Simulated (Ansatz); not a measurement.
Method: Ansatz, DFT PBE, scalar-relativistic, plane waves, PAW. All cells share a 420 eV cutoff and Γ-centred k meshes spaced at most about 0.3 Å⁻¹ (2π included). No spin polarisation in the final relaxations.

These are static total energies at zero pressure.

Compare these two cells of SiO2, each relaxed at this level.

A.

```xyz
6
Lattice="4.2355 0.0000 0.0000 0.0000 4.2355 0.0000 0.0000 0.0000 2.6908" Properties=species:S:1:pos:R:3 pbc="T T T"
Si    2.1178    2.1178    1.3454
Si    0.0000    0.0000    0.0000
O     0.8177    3.4178    1.3454
O     1.3000    1.3000    0.0000
O     3.4178    0.8177    1.3454
O     2.9355    2.9355    0.0000
```

B.

```xyz
9
Lattice="5.0234 0.0000 0.0000 -2.5117 4.3504 0.0000 0.0000 0.0000 5.5109" Properties=species:S:1:pos:R:3 pbc="T T T"
Si   -1.1982    2.0753    0.9185
Si    1.3135    2.2751    2.7555
Si    2.3963    0.0000    4.5924
O     2.7522    2.5477    2.0480
O     0.2405    1.8027    1.6260
O     3.3420    0.6931    0.2110
O    -1.0708    3.2408    5.2999
O     1.4409    1.1096    3.8850
O     0.8303    3.6573    3.4629
```

**Question.** Which is lower in energy, and by how much?

**Answer.** B is lower, by 188 meV/atom. A has the rutile type, space group P4_2/mnm (No. 136), 8.0 Å³/atom and a gap of 5.04 eV on its mesh; B has the quartz type, space group P3_121 (No. 152), 13.4 Å³/atom and a gap of 5.68 eV. Counting O atoms around Si (those within 1.25 times the shortest such distance or 1.15 times the sum of covalent radii), A has Si 6 and B has Si 4. The lower one is the more open, so pressure narrows the difference. Both come from invented guesses. The part of the Crystallography Open Database at hand lists SiO2 in space groups No. 1, 3, 5, 6, 7 and others; sharing a group (P3_121 and P4_2/mnm) doesn't make a cell the listed structure.

Kohn–Sham gaps at this level usually fall short of measured ones.
